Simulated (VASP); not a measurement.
# MoS2 (R3m) in VASP: further runs

The runs below take MoS2 through single point, with PBE.

Everything below comes from runs of VASP 6.6.1. Logs are shortened: lines on timing, memory, paths and dates and some standing lists are left out, and cuts for length are marked.

**1. The crystal as given**

Symmetry: R3m, No. 160, trigonal system. Conventional cell: a = 3.160 Å, b = 3.160 Å, c = 18.450 Å, α = 90.00°, β = 90.00°, γ = 120.00°. Mo (site symmetry 3m) is surrounded by 6 S at 2.39 Å. S (site symmetry 3m) has 3 Mo at 2.39 Å as nearest neighbours. Around S (site symmetry 3m) lie 3 Mo at 2.39 Å.

Measurements of this composition are mostly on another form, of space group No. 194.

**2. Single point, PBE**

The input, INCAR:

```
PREC     = Accurate       # precision mode
ENCUT    = 900            # plane-wave cutoff, eV
EDIFF    = 1E-7           # SCF threshold, eV
ISMEAR   = 0              # smearing method
SIGMA    = 0.05           # smearing width, eV
LREAL    = F              # projectors in reciprocal space
LASPH    = T              # aspherical terms in the spheres
NELM     = 100            # most SCF steps
ALGO     = Normal         # electronic algorithm
ISIF     = 2              # what is computed and relaxed
LWAVE    = F              # write WAVECAR
LCHARG   = F              # write CHGCAR
GGA      = PE             # functional
ADDGRID  = F
```

The input, KPOINTS:

```
Automatic mesh
0
Gamma
  6 6 6
```

The input, POSCAR:

```
MoS2
1.0
    1.5800000000      0.9122134253      6.1500000000
   -1.5800000000      0.9122134253      6.1500000000
    0.0000000000     -1.8244268506      6.1500000000
Mo S
1 2
Direct
    0.0000000000      0.0000000000      0.0000000000
    0.4170000000      0.4170000000      0.4170000000
    0.2500000000      0.2500000000      0.2500000000
```

Potentials or basis: VASP PAW PBE potentials, release 64 (Mo_sv, S).

Command:

```bash
$ cat potpaw_PBE.64/Mo_sv/POTCAR potpaw_PBE.64/S/POTCAR > POTCAR
$ mpirun -np 1 vasp_std > vasp.out
```

OUTCAR:

```text
PREC = Accurate
   ENCUT = 900
   EDIFF = 1E-7
   ISMEAR = 0
   LREAL = F
   LASPH = T
   NELM = 100
   ISIF = 2
   GGA = PE

 Found     32 irreducible k-points:

 Following reciprocal coordinates:
            Coordinates               Weight
  0.000000  0.000000  0.000000      1.000000
  0.166667  0.000000  0.000000      6.000000
  0.333333  0.000000  0.000000      6.000000
  0.500000  0.000000  0.000000      3.000000
  0.166667  0.166667  0.000000      6.000000
  0.333333  0.166667  0.000000     12.000000
   k-points           NKPTS =     32   k-points in BZ     NKDIM =     32   number of bands    NBANDS=     17
   number of dos      NEDOS =    301   number of ions     NIONS =      3
   total plane-waves  NPLWV = 262144
   dimension x,y,z NGX =    64 NGY =   64 NGZ =   64
   dimension x,y,z NGXF=   128 NGYF=  128 NGZF=  128
   ions per type =               1   2
   NGX,Y,Z   is equivalent  to a cutoff of  16.59, 16.59, 16.59 a.u.
   NGXF,Y,Z  is equivalent  to a cutoff of  33.17, 33.17, 33.17 a.u.
 SYSTEM =  unknown system
   PREC   = accura    normal or accurate (medium, high low for compatibility)
   ISTART =      0    job   : 0-new  1-cont  2-samecut
   ICHARG =      2    charge: 1-file 2-atom 10-const
   ISPIN  =      1    spin polarized calculation?
   LNONCOLLINEAR =      F non collinear calculations
   LSORBIT =      F    spin-orbit coupling
   LASPH  =      T    aspherical Exc in radial PAW
   ENCUT  =  900.0 eV  66.15 Ry    8.13 a.u.  15.69 15.69 15.69*2*pi/ulx,y,z
   NELM   =    100;   NELMIN=  2; NELMDL= -5     # of ELM steps
   EDIFF  = 0.1E-06   stopping-criterion for ELM
   LREAL  =      F    real-space projection
   EDIFFG = 0.1E-05   stopping-criterion for IOM
   NSW    =      0    number of steps for IOM
   IBRION =     -1    ionic relax: 0-MD 1-quasi-New 2-CG
   NFREE  =      0    steps in history (QN), initial steepest desc. (CG)
   ISIF   =      2    stress and relaxation
   ISYM   =      2    0-nonsym 1-usesym 2-fastsym
   POTIM  = 0.5000    time-step for ionic-motion
   TEBEG  =    0.0;   TEEND  =   0.0 temperature during run
   PSTRESS=    0.0 pullay stress
   NELECT =      26.0000    total number of electrons
   NUPDOWN=      -1.0000    fix difference up-down
   EMIN   =  10.00;   EMAX   =-10.00  energy-range for DOS
   EFERMI =   0.00;   METHOD = LEGACY
   ISMEAR =     0;   SIGMA  =   0.05  broadening in eV -4-tet -1-fermi 0-gaus
   EFERMI_NEDOS =   21; number of points for ismear=-14 and -15
   IALGO  =     38    algorithm
   IMIX   =      4    mixing-type and parameters
     AMIX     =   0.40;   BMIX     =  1.00
     AMIX_MAG =   1.60;   BMIX_MAG =  1.00
  volume/ion in A,a.u.               =      17.73       119.63
  Fermi-wavevector in a.u.,A,eV,Ry     =   1.289652  2.437089 22.629252  1.663203
  Thomas-Fermi vector in A             =   2.421532
   LORBIT       =      0    0 simple, 1 ext, 2 COOP (PROOUT), +10 PAW based schemes
   GGA     = PE    functional components
   LHFCALC =     F    Hartree Fock is set to
   AEXX    =    0.0000 exact exchange contribution
   IVDW    =     0    specifies the selected vdW correction
   LEPSILON=     F    determine dielectric tensor
   LRPA    =     F    only Hartree local field effects (RPA)
 non-spin polarized calculation
 Gauss-broadening in eV      SIGMA  =   0.05
  energy-cutoff  :      900.00
  volume of cell :       53.18
 maximum number of plane-waves:      3303
   NGX = 31   NGY = 31   NGZ = 31

 number of electron      26.0000000 magnetization

 Free energy of the ion-electron system (eV)
  ---------------------------------------------------
  ext. energy  EPLUGINS =         0.00000000
  ---------------------------------------------------
  free energy    TOTEN  =       -21.79036655 eV

  energy without entropy =      -21.79036655  energy(sigma->0) =      -21.79036655

 E-fermi :   8.0366     XC(G=0): -10.8259

 val. band max:        7.6551146788   @ k =   0.5000   0.5000   0.5000
 cond. band min:       8.5954908377   @ k =  -0.1667   0.5000   0.1667
 fundamental gap:      0.9403761588
 Fermi energy:         8.0365667368

 k-point     1 :       0.0000    0.0000    0.0000
  band No.  band energies     occupation
      1     -53.9093      2.00000
      2     -28.0784      2.00000
      3     -27.8476      2.00000
      4     -27.8476      2.00000
      5      -7.4614      2.00000
      6      -5.7418      2.00000
[... 9 lines left out ...]
     16      10.1032      0.00000
     17      10.1032      0.00000

 k-point     2 :       0.1667    0.0000    0.0000
  band No.  band energies     occupation
      1     -53.8989      2.00000
      2     -28.0577      2.00000
      3     -27.9514      2.00000
      4     -27.8712      2.00000
      5      -7.0432      2.00000
      6      -5.6161      2.00000
[... 9 lines left out ...]
     16       9.7701      0.00000
     17      10.2892      0.00000

 k-point     3 :       0.3333    0.0000    0.0000
  band No.  band energies     occupation
      1     -53.8781      2.00000
      2     -28.1542      2.00000
      3     -28.0162      2.00000
      4     -27.9180      2.00000
      5      -6.0614      2.00000
      6      -5.3265      2.00000
[... 9 lines left out ...]
     16      10.7605      0.00000
     17      10.9797      0.00000

 k-point     4 :       0.5000    0.0000    0.0000
  band No.  band energies     occupation
      1     -53.8676      2.00000
      2     -28.2532      2.00000
      3     -27.9953      2.00000
      4     -27.9412      2.00000
      5      -5.4402      2.00000
      6      -5.1628      2.00000
[... 9 lines left out ...]
     16      11.1446      0.00000
     17      11.1588      0.00000

 k-point     5 :       0.1667    0.1667    0.0000
  band No.  band energies     occupation
      1     -53.8989      2.00000
      2     -28.0577      2.00000
      3     -27.9514      2.00000
      4     -27.8712      2.00000
      5      -7.0264      2.00000
      6      -5.6452      2.00000
[... 9 lines left out ...]
     16       9.7852      0.00000
     17      10.3574      0.00000

 k-point     6 :       0.3333    0.1667    0.0000
  band No.  band energies     occupation
      1     -53.8833      2.00000
      2     -28.0850      2.00000
      3     -28.0266      2.00000
      4     -27.9260      2.00000
      5      -6.3061      2.00000
      6      -5.4399      2.00000
[... 9 lines left out ...]
     16       9.9499      0.00000
     17      11.2887      0.00000

 [... further k-points ...]

------------------------ aborting loop because EDIFF is reached ----------------------------------------

  FORCE on cell =-STRESS in cart. coord.  units (eV):
  Direction    XX          YY          ZZ          XY          YZ          ZX
  --------------------------------------------------------------------------------------
  -------------------------------------------------------------------------------------
  Total        1.4764619      1.4764619      2.2689788      0.0000000      0.0000000      0.0000000
  in kB       44.4787848     44.4787848     68.3535544      0.0000000      0.0000000      0.0000000
  external PRESSURE =      52.4370413 kB  Pullay stress =       0.0000000 kB

 VOLUME and BASIS-vectors are now :
 -----------------------------------------------------------------------------
  energy-cutoff  :      900.00
  volume of cell :       53.18
      direct lattice vectors                 reciprocal lattice vectors
     1.580000000  0.912213425  6.150000000     0.316455696  0.182705781  0.054200542
    -1.580000000  0.912213425  6.150000000    -0.316455696  0.182705781  0.054200542
     0.000000000 -1.824426851  6.150000000     0.000000000 -0.365411563  0.054200542

 POSITION                                       TOTAL-FORCE (eV/Angst)
 -----------------------------------------------------------------------------------
      0.00000      0.00000      0.00000         0.000000      0.000000      0.086440
      0.00000      0.00000      7.69365         0.000000     -0.000000      0.423841
      0.00000      0.00000      4.61250         0.000000      0.000000     -0.510281
 -----------------------------------------------------------------------------------
    total drift:                                0.000000     -0.000000      0.000027

  FREE ENERGIE OF THE ION-ELECTRON SYSTEM (eV)
  ---------------------------------------------------
  free  energy   TOTEN  =       -21.7903665490 eV

  energy  without entropy=      -21.7903665490  energy(sigma->0) =      -21.79036655
```

Wall time 4.1 min (1 thread of Intel Xeon Platinum 8488C (Sapphire Rapids), shared host); peak memory 0.53 GiB.

The run converged, but some of its settings lie outside the range that counts as converged, so its numbers aren't taken as properties of the crystal.

What came out:

| Quantity | Value |
| --- | --- |
| Free energy | -21.7904 eV |
| Pressure | 5.2 GPa |
| Largest force | 0.510 eV/Å |
| Band gap on the k mesh | 0.94 eV, indirect (least direct gap 1.71 eV) |

**3. Single point, PBE**

Changes to INCAR since step 2:

```diff
@@ -1,5 +1,5 @@
 PREC     = Accurate       # precision mode
-ENCUT    = 900            # plane-wave cutoff, eV
+ENCUT    = 400            # plane-wave cutoff, eV
 EDIFF    = 1E-7           # SCF threshold, eV
-ISMEAR   = 0              # smearing method
+ISMEAR   = -5             # smearing method
 SIGMA    = 0.05           # smearing width, eV
```

The input, KPOINTS:

```
Automatic mesh
0
Gamma
  9 9 9
```

POSCAR is that of step 2.

Potentials or basis: VASP PAW PBE potentials, release 64 (Mo_sv, S).

Command:

```bash
$ cat potpaw_PBE.64/Mo_sv/POTCAR potpaw_PBE.64/S/POTCAR > POTCAR
$ mpirun -np 1 vasp_std > vasp.out
```

OUTCAR:

```text
PREC = Accurate
   ENCUT = 400
   EDIFF = 1E-7
   ISMEAR = -5
   LREAL = F
   LASPH = T
   NELM = 100
   ISIF = 2
   GGA = PE

 Found     85 irreducible k-points:

 Following reciprocal coordinates:
            Coordinates               Weight
  0.000000  0.000000  0.000000      1.000000
  0.111111  0.000000 -0.000000      6.000000
  0.222222 -0.000000 -0.000000      6.000000
  0.333333  0.000000 -0.000000      6.000000
  0.444444 -0.000000 -0.000000      6.000000
  0.111111  0.111111 -0.000000      6.000000
   k-points           NKPTS =     85   k-points in BZ     NKDIM =     85   number of bands    NBANDS=     17
   number of dos      NEDOS =    301   number of ions     NIONS =      3
   total plane-waves  NPLWV =  74088
   dimension x,y,z NGX =    42 NGY =   42 NGZ =   42
   dimension x,y,z NGXF=    84 NGYF=   84 NGZF=   84
   ions per type =               1   2
   NGX,Y,Z   is equivalent  to a cutoff of  10.88, 10.88, 10.88 a.u.
   NGXF,Y,Z  is equivalent  to a cutoff of  21.77, 21.77, 21.77 a.u.
 SYSTEM =  unknown system
   PREC   = accura    normal or accurate (medium, high low for compatibility)
   ISTART =      0    job   : 0-new  1-cont  2-samecut
   ICHARG =      2    charge: 1-file 2-atom 10-const
[... 58 lines left out ...]
 val. band max:        7.6435889845   @ k =   0.4444   0.4444   0.4444
 cond. band min:       8.5973092070   @ k =  -0.2222   0.4444   0.1111
 fundamental gap:      0.9537202225
 Fermi energy:         7.7972372507

 k-point     1 :       0.0000    0.0000    0.0000
  band No.  band energies     occupation
      1     -53.9039      2.00000
      2     -28.0734      2.00000
      3     -27.8452      2.00000
      4     -27.8452      2.00000
      5      -7.4607      2.00000
      6      -5.7407      2.00000
[... 97 lines left out ...]
      4     -27.8562      2.00000
      5      -7.2617      2.00000
      6      -5.6975      2.00000
[... 9 lines left out ...]
     16       9.8314      0.00000
     17      10.0488      0.00000

 [... further k-points ...]

------------------------ aborting loop because EDIFF is reached ----------------------------------------

  FORCE on cell =-STRESS in cart. coord.  units (eV):
  Direction    XX          YY          ZZ          XY          YZ          ZX
  --------------------------------------------------------------------------------------
  -------------------------------------------------------------------------------------
  Total        1.3767213      1.3767213      2.1581123      0.0000000      0.0000000      0.0000000
  in kB       41.4740741     41.4740741     65.0136753      0.0000000      0.0000000      0.0000000
  external PRESSURE =      49.3206078 kB  Pullay stress =       0.0000000 kB

 VOLUME and BASIS-vectors are now :
 -----------------------------------------------------------------------------
  energy-cutoff  :      400.00
  volume of cell :       53.18
      direct lattice vectors                 reciprocal lattice vectors
     1.580000000  0.912213425  6.150000000     0.316455696  0.182705781  0.054200542
    -1.580000000  0.912213425  6.150000000    -0.316455696  0.182705781  0.054200542
     0.000000000 -1.824426851  6.150000000     0.000000000 -0.365411563  0.054200542

 POSITION                                       TOTAL-FORCE (eV/Angst)
 -----------------------------------------------------------------------------------
      0.00000      0.00000      0.00000         0.000000      0.000000      0.086532
      0.00000      0.00000      7.69365         0.000000     -0.000000      0.423482
      0.00000      0.00000      4.61250         0.000000      0.000000     -0.510014
 -----------------------------------------------------------------------------------
    total drift:                                0.000000     -0.000000      0.000080

  FREE ENERGIE OF THE ION-ELECTRON SYSTEM (eV)
  ---------------------------------------------------
  free  energy   TOTEN  =       -21.7862019064 eV

  energy  without entropy=      -21.7862019064  energy(sigma->0) =      -21.78620191
```

stdout:

```text
POSCAR found type information on POSCAR MoS
 POSCAR found :  2 types and       3 ions
 scaLAPACK will be used
 LDA part: xc-table for (Slater+PW92), standard interpolation
 POSCAR, INCAR and KPOINTS ok, starting setup
 FFT: planning ... GRIDC
 FFT: planning ... GRID_SOFT
 FFT: planning ... GRID
 WAVECAR not read
 entering main loop
```

It took 2.8 min on 1 thread of Intel Xeon Platinum 8488C (Sapphire Rapids), shared host; peak memory 0.27 GiB.

The run converged, but some of its settings lie outside the range that counts as converged, so its numbers aren't taken as properties of the crystal.

Results:

```
Free energy            : -21.7862 eV
Pressure               : 4.9 GPa
Largest force          : 0.510 eV/Å
Band gap on the k mesh : 0.95 eV, indirect (least direct gap 1.71 eV)
```

Caveat: an odd mesh through Γ misses points on the zone boundary, where band edges often lie.

**4. Single point, PBE**

Changes to INCAR since step 3:

```diff
@@ -3,3 +3,3 @@
 EDIFF    = 1E-7           # SCF threshold, eV
-ISMEAR   = -5             # smearing method
+ISMEAR   = 0              # smearing method
 SIGMA    = 0.05           # smearing width, eV
```

The input, KPOINTS:

```
Automatic mesh
0
Gamma
  10 10 10
```

POSCAR is that of step 3.

Command:

```bash
$ cat potpaw_PBE.64/Mo_sv/POTCAR potpaw_PBE.64/S/POTCAR > POTCAR
$ mpirun -np 1 vasp_std > vasp.out
```

It took 3.8 min on 1 thread of Intel Xeon Platinum 8488C (Sapphire Rapids), shared host; peak memory 0.27 GiB.

These settings aren't checked as converged: the numbers below hold their error.

Results:

- Free energy: -21.7863 eV
- Pressure: 4.9 GPa
- Largest force: 0.509 eV/Å
- Band gap on the k mesh: 0.97 eV, indirect (least direct gap 1.96 eV)

**5. The reference run**

An earlier run on the cell as given: functional PBE; potentials or basis VASP PAW PBE potentials, release 64 (Mo_sv, S); cutoff 520 eV; k mesh 10 × 10 × 10; occupations fermi-dirac, width 0.05 eV; no spin polarisation.

- Pressure: 5.2 GPa
- Largest force: 0.506 eV/Å
- Band gap on the k mesh: 0.97 eV, indirect (least direct gap 1.96 eV)
